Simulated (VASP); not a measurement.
# SrTiO3 (Pm-3m) in VASP: single point with HSE06

Aim: the single point of SrTiO3 with HSE06.

Program: VASP 6.6.1. These are calculated values, not measurements. Logs are shortened: lines on timing, memory, paths and dates and some standing lists are left out, and cuts for length are marked.

## 1. Starting point

Symmetry: Pm-3m, No. 221, cubic system. Conventional cell: a = 3.895 Å, b = 3.895 Å, c = 3.895 Å, α = 90.00°, β = 90.00°, γ = 90.00°. Sr (site symmetry m-3m) has 12 O at 2.75 Å as nearest neighbours. Around Ti (site symmetry m-3m) lie 6 O at 1.95 Å. O (site symmetry 4/mmm) is surrounded by 2 Ti at 1.95 Å.

The cell is a database's computed one.

## 2. Single point, HSE06

File POSCAR:

```
SrTiO3
1.0
    3.8946700000      0.0000000000      0.0000000000
    0.0000000000      3.8946700000      0.0000000000
    0.0000000000      0.0000000000      3.8946700000
Sr Ti O
1 1 3
Direct
    0.0000000000      0.0000000000      0.0000000000
    0.5000000000      0.5000000000      0.5000000000
    0.5000000000      0.0000000000      0.5000000000
    0.5000000000      0.5000000000      0.0000000000
    0.0000000000      0.5000000000      0.5000000000
```

File INCAR.step1:

```
PREC = Accurate ; ENCUT = 520
EDIFF = 1E-5 ; ISMEAR = 0
SIGMA = 0.02 ; LREAL = F
LASPH = T ; NELM = 60
ALGO = Normal ; ISIF = 2
LWAVE = T ; NBANDS = 28
GGA = PE
```

File INCAR.step2:

```
PREC = Accurate ; ENCUT = 520
EDIFF = 1E-6 ; ISMEAR = 0
SIGMA = 0.02 ; LREAL = F
LASPH = T ; NELM = 60
ALGO = Normal ; ISIF = 2
LWAVE = F ; LCHARG = T
GGA = PE ; LHFCALC = T
HFSCREEN = 0.2 ; PRECFOCK = Fast
LELF = T ; LVHAR = T
NBANDS = 28 ; ISTART = 1
```

File KPOINTS:

```
Automatic mesh
0
Gamma
  4 4 4
```

Potentials or basis: VASP PAW PBE potentials, release 64 (Sr_sv, Ti_sv, O).

On the command line:

```
> cat potpaw_PBE.64/Sr_sv/POTCAR potpaw_PBE.64/Ti_sv/POTCAR potpaw_PBE.64/O/POTCAR > POTCAR
> cp INCAR.step1 INCAR
> mpirun -np 1 vasp_std > vasp.out
> cp INCAR.step2 INCAR
> mpirun -np 1 vasp_std > vasp.out
```

OUTCAR:

```text
PREC = Accurate
   ENCUT = 520
   EDIFF = 1E-6
   ISMEAR = 0
   LREAL = F
   LASPH = T
   NELM = 60
   ISIF = 2
   GGA = PE
   LHFCALC = T
   HFSCREEN = 0.2
   PRECFOCK = Fast
   ISTART = 1

 ion  position               nearest neighbor table
   1  0.000  0.000  0.000-   3 2.75   4 2.75   5 2.75   3 2.75   5 2.75   4 2.75   5 2.75   5 2.75
                             3 2.75   4 2.75   3 2.75   4 2.75   2 3.37   2 3.37   2 3.37   2 3.37
   2  0.500  0.500  0.500-   3 1.95   4 1.95   5 1.95   4 1.95   3 1.95   5 1.95   1 3.37   1 3.37
                             1 3.37   1 3.37   1 3.37   1 3.37   1 3.37   1 3.37
   3  0.500  0.000  0.500-   2 1.95   2 1.95   1 2.75   1 2.75   1 2.75   1 2.75
   4  0.500  0.500  0.000-   2 1.95   2 1.95   1 2.75   1 2.75   1 2.75   1 2.75
   5  0.000  0.500  0.500-   2 1.95   2 1.95   1 2.75   1 2.75   1 2.75   1 2.75

  LATTYP: Found a simple cubic cell.
 ALAT       =     3.8946700000

  Lattice vectors:

 A1 = (   3.8946700000,   0.0000000000,   0.0000000000)
 A2 = (   0.0000000000,   3.8946700000,   0.0000000000)
 A3 = (   0.0000000000,   0.0000000000,   3.8946700000)

Analysis of symmetry for initial positions (statically):
=====================================================================
 Subroutine PRICEL returns:
 Original cell was already a primitive cell.

 Routine SETGRP: Setting up the symmetry group for a
 simple cubic supercell.

 Subroutine GETGRP returns: Found 48 space group operations
 (whereof 48 operations were pure point group operations)
 out of a pool of 48 trial point group operations.

The static configuration has the point symmetry O_h .

Analysis of symmetry for dynamics (positions and initial velocities):
=====================================================================
 Subroutine PRICEL returns:
 Original cell was already a primitive cell.

 Routine SETGRP: Setting up the symmetry group for a
 simple cubic supercell.

 Subroutine GETGRP returns: Found 48 space group operations
 (whereof 48 operations were pure point group operations)
 out of a pool of 48 trial point group operations.

The dynamic configuration has the point symmetry O_h .

 Subroutine INISYM returns: Found 48 space group operations
 (whereof 48 operations are pure point group operations),
 and found     1 'primitive' translations

----------------------------------------------------------------------------------------

                                     Primitive cell

  volume of cell :      59.0761

  direct lattice vectors                    reciprocal lattice vectors
     3.894670000  0.000000000  0.000000000     0.256761163  0.000000000  0.000000000
     0.000000000  3.894670000  0.000000000     0.000000000  0.256761163  0.000000000
     0.000000000  0.000000000  3.894670000     0.000000000  0.000000000  0.256761163

  length of vectors
     3.894670000  3.894670000  3.894670000     0.256761163  0.256761163  0.256761163

  position of ions in fractional coordinates (direct lattice)
     0.000000000  0.000000000  0.000000000
     0.500000000  0.500000000  0.500000000
     0.500000000  0.000000000  0.500000000
     0.500000000  0.500000000  0.000000000
     0.000000000  0.500000000  0.500000000

  ion indices of the primitive-cell ions
   primitive index   ion index
                 1           1
                 2           2
                 3           3
                 4           4
                 5           5

----------------------------------------------------------------------------------------

 KPOINTS: Automatic mesh

Automatic generation of k-mesh.
 Grid dimensions read from file:
 generate k-points for:    4    4    4

 Generating k-lattice:

  Cartesian coordinates                     Fractional coordinates (reciprocal lattice)
     0.064190291  0.000000000  0.000000000     0.250000000  0.000000000  0.000000000
     0.000000000  0.064190291  0.000000000     0.000000000  0.250000000  0.000000000
     0.000000000  0.000000000  0.064190291     0.000000000  0.000000000  0.250000000

  Length of vectors
     0.064190291  0.064190291  0.064190291

  Shift w.r.t. Gamma in fractional coordinates (k-lattice)
     0.000000000  0.000000000  0.000000000

 Subroutine IBZKPT returns following result:
 ===========================================

 Found     10 irreducible k-points:

 Following reciprocal coordinates:
            Coordinates               Weight
  0.000000  0.000000  0.000000      1.000000
  0.250000  0.000000  0.000000      6.000000
  0.500000  0.000000  0.000000      3.000000
  0.250000  0.250000  0.000000     12.000000
  0.500000  0.250000  0.000000     12.000000
  0.500000  0.500000  0.000000      3.000000
  0.250000  0.250000  0.250000      8.000000
  0.500000  0.250000  0.250000     12.000000
  0.500000  0.500000  0.250000      6.000000
  0.500000  0.500000  0.500000      1.000000
   k-points           NKPTS =     10   k-points in BZ     NKDIM =     64   number of bands    NBANDS=     28
   number of dos      NEDOS =    301   number of ions     NIONS =      5
   total plane-waves  NPLWV =  27000
   dimension x,y,z NGX =    30 NGY =   30 NGZ =   30
   dimension x,y,z NGXF=    60 NGYF=   60 NGZF=   60
   ions per type =               1   1   3
   NGX,Y,Z   is equivalent  to a cutoff of  12.81, 12.81, 12.81 a.u.
   NGXF,Y,Z  is equivalent  to a cutoff of  25.61, 25.61, 25.61 a.u.
 SYSTEM =  unknown system
   PREC   = accura    normal or accurate (medium, high low for compatibility)
   ISTART =      1    job   : 0-new  1-cont  2-samecut
   ICHARG =      0    charge: 1-file 2-atom 10-const
   ISPIN  =      1    spin polarized calculation?
   LNONCOLLINEAR =      F non collinear calculations
   LSORBIT =      F    spin-orbit coupling
   LASPH  =      T    aspherical Exc in radial PAW
   ENCUT  =  520.0 eV  38.22 Ry    6.18 a.u.   7.24  7.24  7.24*2*pi/ulx,y,z
   NELM   =     60;   NELMIN=  2; NELMDL=  0     # of ELM steps
   EDIFF  = 0.1E-05   stopping-criterion for ELM
   LREAL  =      F    real-space projection
   EDIFFG = 0.1E-04   stopping-criterion for IOM
   NSW    =      0    number of steps for IOM
   IBRION =     -1    ionic relax: 0-MD 1-quasi-New 2-CG
   NFREE  =      0    steps in history (QN), initial steepest desc. (CG)
   ISIF   =      2    stress and relaxation
   ISYM   =      3    0-nonsym 1-usesym 2-fastsym
   POTIM  = 0.5000    time-step for ionic-motion
   TEBEG  =    0.0;   TEEND  =   0.0 temperature during run
   PSTRESS=    0.0 pullay stress
   NELECT =      40.0000    total number of electrons
   NUPDOWN=      -1.0000    fix difference up-down
   EMIN   =  10.00;   EMAX   =-10.00  energy-range for DOS
   EFERMI =   0.00;   METHOD = LEGACY
   ISMEAR =     0;   SIGMA  =   0.02  broadening in eV -4-tet -1-fermi 0-gaus
   EFERMI_NEDOS =   21; number of points for ismear=-14 and -15
   IALGO  =     38    algorithm
   IMIX   =      1    mixing-type and parameters
     AMIX     =   0.40;   BMIX     =  1.00
     AMIX_MAG =   1.60;   BMIX_MAG =  1.00
  volume/ion in A,a.u.               =      11.82        79.73
  Fermi-wavevector in a.u.,A,eV,Ry     =   1.437554  2.716583 28.117276  2.066561
  Thomas-Fermi vector in A             =   2.556619
   LORBIT       =      0    0 simple, 1 ext, 2 COOP (PROOUT), +10 PAW based schemes
   GGA     = PE    functional components
   LHFCALC =     T    Hartree Fock is set to
   PRECFOCK=fast      Normal, Fast or Accurate (Low or Medium for compatibility)
   ENCUT4O =  -1.0   cutoff for four orbital integrals eV
   NKREDX  =     1    reduce k-point grid by
   NKREDY  =     1    reduce k-point grid by
   NKREDZ  =     1    reduce k-point grid by
   AEXX    =    0.2500 exact exchange contribution
   HFSCREEN=    0.2000 screening length (either q_TF or 0.3 A-1)
   HFSCREENC=   0.2000 screening length for correlation (either q_TF or 0.3 A-1)
   ENCUTFOCK=  -1.0 apply spherical cutoff to Coloumb kernel
   IVDW    =     0    specifies the selected vdW correction
   LEPSILON=     F    determine dielectric tensor
   LRPA    =     F    only Hartree local field effects (RPA)
 non-spin polarized calculation
 Gauss-broadening in eV      SIGMA  =   0.02
  energy-cutoff  :      520.00
  volume of cell :       59.08
 maximum number of plane-waves:      1622
 NGX is ok and might be reduce to    30
  NGX = 16; NGY = 16; NGZ = 16

 number of electron      40.0000011 magnetization

 Free energy of the ion-electron system (eV)
  ---------------------------------------------------
  ext. energy  EPLUGINS =         0.00000000
  ---------------------------------------------------
  free energy    TOTEN  =       -48.71029356 eV

  energy without entropy =      -48.71029356  energy(sigma->0) =      -48.71029356

 E-fermi :   3.3359     XC(G=0):  -9.2731

 val. band max:        3.1962063508   @ k =   0.5000   0.5000   0.5000
 cond. band min:       6.5278552651   @ k =   0.0000   0.0000   0.0000
 fundamental gap:      3.3316489144
 Fermi energy:         3.3359381301

 k-point     1 :       0.0000    0.0000    0.0000
  band No.  band energies     occupation
      1     -57.6096      2.00000
      2     -32.1974      2.00000
      3     -32.1974      2.00000
      4     -32.1974      2.00000
      5     -31.4653      2.00000
      6     -15.9584      2.00000
[... 20 lines left out ...]
     27      10.2574      0.00000
     28      11.1320      0.00000

 k-point     2 :       0.2500    0.0000    0.0000
  band No.  band energies     occupation
      1     -57.6088      2.00000
      2     -32.2451      2.00000
      3     -32.1949      2.00000
      4     -32.1949      2.00000
      5     -31.4418      2.00000
      6     -15.9718      2.00000
[... 20 lines left out ...]
     27      11.2582      0.00000
     28      12.5787      0.00000

 k-point     3 :       0.5000    0.0000    0.0000
  band No.  band energies     occupation
      1     -57.6081      2.00000
      2     -32.2909      2.00000
      3     -32.1925      2.00000
      4     -32.1925      2.00000
      5     -31.4198      2.00000
      6     -16.0812      2.00000
[... 182 lines left out ...]
      3     -32.2665      2.00000
      4     -32.2257      2.00000
      5     -31.4060      2.00000
      6     -14.8920      2.00000
[... 20 lines left out ...]
     27      13.1062      0.00000
     28      13.8122      0.00000

 k-point    10 :       0.5000    0.5000    0.5000
  band No.  band energies     occupation
      1     -57.6050      2.00000
      2     -32.2636      2.00000
      3     -32.2636      2.00000
      4     -32.2636      2.00000
      5     -31.3956      2.00000
      6     -14.4858      2.00000
[... 20 lines left out ...]
     27      13.5779      0.00000
     28      13.5779      0.00000

------------------------ aborting loop because EDIFF is reached ----------------------------------------

  FORCE on cell =-STRESS in cart. coord.  units (eV):
  Direction    XX          YY          ZZ          XY          YZ          ZX
  --------------------------------------------------------------------------------------
  -------------------------------------------------------------------------------------
  Total        0.2453520      0.2453520      0.2453520      0.0000000      0.0000000     -0.0000000
  in kB        6.6540814      6.6540814      6.6540814      0.0000000      0.0000000     -0.0000000
  external PRESSURE =       6.6540814 kB  Pullay stress =       0.0000000 kB

 VOLUME and BASIS-vectors are now :
 -----------------------------------------------------------------------------
  energy-cutoff  :      520.00
  volume of cell :       59.08
      direct lattice vectors                 reciprocal lattice vectors
     3.894670000  0.000000000  0.000000000     0.256761163  0.000000000  0.000000000
     0.000000000  3.894670000  0.000000000     0.000000000  0.256761163  0.000000000
     0.000000000  0.000000000  3.894670000     0.000000000  0.000000000  0.256761163

 POSITION                                       TOTAL-FORCE (eV/Angst)
 -----------------------------------------------------------------------------------
      0.00000      0.00000      0.00000         0.000000      0.000000      0.000000
      1.94734      1.94734      1.94734         0.000000      0.000000      0.000000
      1.94734      0.00000      1.94734         0.000000      0.000000      0.000000
      1.94734      1.94734      0.00000         0.000000      0.000000      0.000000
      0.00000      1.94734      1.94734         0.000000      0.000000      0.000000
 -----------------------------------------------------------------------------------
    total drift:                               -0.000003      0.000007      0.000002

  FREE ENERGIE OF THE ION-ELECTRON SYSTEM (eV)
  ---------------------------------------------------
  free  energy   TOTEN  =       -48.7102935608 eV

  energy  without entropy=      -48.7102935608  energy(sigma->0) =      -48.71029356
```

Run time: 13 min. Hardware: 1 thread of Intel Xeon Platinum 8488C (Sapphire Rapids), shared host; peak memory 0.29 GiB.

What came out:

```yaml
Free_energy: -48.7103 eV
Pressure: 0.7 GPa
Band_gap_on_the_k_mesh: 3.33 eV, indirect (least direct gap 3.71 eV)
```

Levels at points of the mesh, in eV from the valence-band top:
```
           k point  band 18  band 19  band 20  band 21  band 22  band 23
(0.00, 0.00, 0.00)    -0.38    -0.38    -0.38     3.33     3.33     3.33
(0.50, 0.00, 0.00)    -2.11    -0.80    -0.80     3.53     5.48     5.48
(0.50, 0.50, 0.00)    -1.72    -1.72    -0.10     5.50     5.50     6.07
(0.50, 0.50, 0.50)     0.00     0.00     0.00     6.31     6.31     6.31
```

Caveat: the PAW data sets were made with another functional, which shifts forces and pressure a little. A k mesh can miss the band edges.
